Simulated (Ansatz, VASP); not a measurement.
**TiTe2 and the dispersion correction, program beside program**

The cell as given:

Space group P4/mmm (No. 123). a = 3.026 Å, b = 3.026 Å, c = 9.302 Å, α = 90.00°, β = 90.00°, γ = 90.00°
| atom | site | symmetry | x | y | z |
| --- | --- | --- | --- | --- | --- |
| Ti | 1a | 4/mmm | 0.0000 | 0.0000 | 0.0000 |
| Te | 2g | 4mm | 0.0000 | 0.0000 | 0.2943 |

Measurements of this composition are mostly on another form, of space group No. 164.

Kept alike: task relaxation of cell and atoms; functional PBEsol; k mesh 9 × 9 × 3; occupations fermi-dirac, width 0.05 eV; no spin polarisation. The mesh is that of the run's cell of 3 atoms. No spin-orbit coupling.

- A: Ansatz, Ansatz PAW, made for PBE, cutoff 420 eV
- B: VASP, PBE PAW files Te, Ti_sv, 600 eV, made for PBE

| dispersion correction | A: volume (Å³/atom) | B: volume (Å³/atom) |
| --- | --- | --- |
| none | 29.084 | 29.093 |
| D3(BJ) | 26.987 | 26.994 |
| D4 | 27.879 | 27.892 |

Values on potentials made for another functional: all of A; all of B. Values hold for each row's relaxed cell, which stops near the pressure aimed at (zero). Ansatz's stress holds its Pulay term. Programs can differ in the three-body term of D3, and some take D4 from an outside library. For a metal such a mesh leaves the last digits unconverged.

Q: How large is the effect of the dispersion correction, and do the programs agree on it?

A: From none to D3(BJ) the volume moves by -2.097 in A, -2.099 in B (Å³/atom). Row by row the programs differ by 0.007 to 0.013, and over this span the shifts, as printed, agree within 1 %. Shifts from none: D3(BJ) -2.097, -2.099; D4 -1.205, -1.201; the programs' shifts differ by up to 0.004.
